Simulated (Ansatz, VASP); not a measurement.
Two plane-wave programs on NaH

The input POSCAR:

```
NaH
1.0
    3.9532815480      0.0000000000      0.0000000000
   -1.9766407740      3.4236422489      0.0000000000
    0.0000000000      0.0000000000      4.8282923038
Na H
2 2
Direct
    0.3333333333      0.6666666667     -0.0624996820
    0.6666666667      0.3333333333      0.4375003180
    0.3333333333      0.6666666667      0.4374996820
    0.6666666667      0.3333333333      0.9374996820
```

The input INCAR.step1:

```
  ALGO = Normal
  EDIFF = 1E-5
  ENCUT = 520
  GGA = PE
  ISIF = 2
  ISMEAR = 0
  LASPH = True
  LCHARG = False
  LREAL = False
  LWAVE = True
  NBANDS = 16
  NELM = 100
  PREC = Accurate
  SIGMA = 0.01
```

INCAR.step2

```
  ALGO = Normal
  EDIFF = 1E-7
  ENCUT = 520
  GGA = PE
  HFSCREEN = 0.2079
  ISIF = 2
  ISMEAR = 0
  ISTART = 1
  LASPH = True
  LCHARG = False
  LHFCALC = True
  LREAL = False
  LWAVE = False
  NBANDS = 16
  NELM = 100
  PREC = Accurate
  PRECFOCK = Normal
  SIGMA = 0.01
```

The input KPOINTS:

```
k-points
0
Gamma
  6 6 4
```

Input for Ansatz:

```yaml
crystal:
  lattice:
    - [3.953281548, 0.0, 0.0]
    - [-1.976640774, 3.4236422489, 0.0]
    - [0.0, 0.0, 4.8282923038]
  atoms:
    - { symbol: Na, position: [0.3333333333, 0.6666666667, -0.062499682] }
    - { symbol: Na, position: [0.6666666667, 0.3333333333, 0.437500318] }
    - { symbol: H, position: [0.3333333333, 0.6666666667, 0.437499682] }
    - { symbol: H, position: [0.6666666667, 0.3333333333, 0.937499682] }
kpoints:
  mp_grid: { grid: [6, 6, 4] }
  band_path:
    path:
      - [0.0, 0.0, 0.0]
      - [0.5, 0.0, 0.0]
      - [0.3333333333, 0.3333333333, 0.0]
      - [0.0, 0.0, 0.5]
      - [0.5, 0.0, 0.5]
      - [0.3333333333, 0.3333333333, 0.5]
      - [-0.09375, 0.1875, 0.0]
      - [0.3, 0.3, 0.0]
    npoints: 1
hamiltonian:
  xc: hse06
scf:
  occupations: { method: fixed }
  n_extra_bands: 5
output:
  forces: true
  stress: true
  eigenvalues: true
  write_density: true
  write_potential: true
  elf: true
  volumetric_format: npy
```

Alike in both runs: task single point; functional HSE06; k mesh 6 × 6 × 4; no spin polarisation.

|  | VASP | Ansatz |
| --- | --- | --- |
| version | VASP 6.6.1 | Ansatz 0.2.0 |
| potentials or method | VASP PAW PBE potentials, release 64 (Na_pv, H) | plane waves, PAW |
| plane-wave cutoff (eV) | 520 | 420 |
| occupations | gaussian, width 0.01 eV | fixed |
| valence electrons in the cell | 16 | 20 |

```tsv
	VASP	Ansatz	Ansatz less VASP
gap on the k mesh at the Fermi level (eV)	4.26	4.26	+0.002
pressure (GPa)	0.1	0.1	-0.01
```

The two sets of potentials don't hold the same shells in valence. Ansatz warned: «stress_exchange_threshold_loose».

Caveats: the PAW data sets were made with another functional, which shifts forces and pressure a little (VASP). A k mesh can miss the band edges.
